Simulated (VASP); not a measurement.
Here is a VASP 6.6.1 calculation.

INCAR

```
SYSTEM = MnS
ADDGRID = .False.
ALGO = Normal
EDIFF = 1E-8
ENCUT = 1400
GGA = PE
ISIF = 2
ISMEAR = 0
ISPIN = 2
LASPH = .True.
LCHARG = .False.
LMAXMIX = 4
LORBIT = 11
LREAL = .False.
LWAVE = .False.
MAGMOM = 4 0
NELM = 100
PREC = Accurate
SIGMA = 0.05
```

Contents of KPOINTS:

```
k-points
0
Gamma
  13 13 13
  0 0 0
```

The input POSCAR:

```
MnS
1.0
    1.8299960138      1.0565486912      2.9709202777
   -1.8299960138      1.0565486912      2.9709202777
    0.0000000000     -2.1130973823      2.9709202777
Mn S
1 1
Direct
    0.0000000000      0.0000000000      0.0000000000
    0.5000000000      0.5000000000      0.5000000000
```

Potentials or basis: VASP PAW PBE potentials, release 64 (Mn_pv, S_h).

Command:

```sh
$ cat potpaw_PBE.64/Mn_pv/POTCAR potpaw_PBE.64/S_h/POTCAR > POTCAR
$ mpirun -np 1 vasp_std > vasp.out
```

(1) What does it give for the pressure?

(2) What does it give for the band gap on the k mesh?

Answers

(1) -2.1 GPa.

(2) none (metal or under the smearing width).

Caveat: a cell with one magnetic atom can't hold antiferromagnetic order, which such compounds often take; semilocal functionals often make such compounds metallic where correlation or magnetic order opens a gap, which also shifts bond lengths.
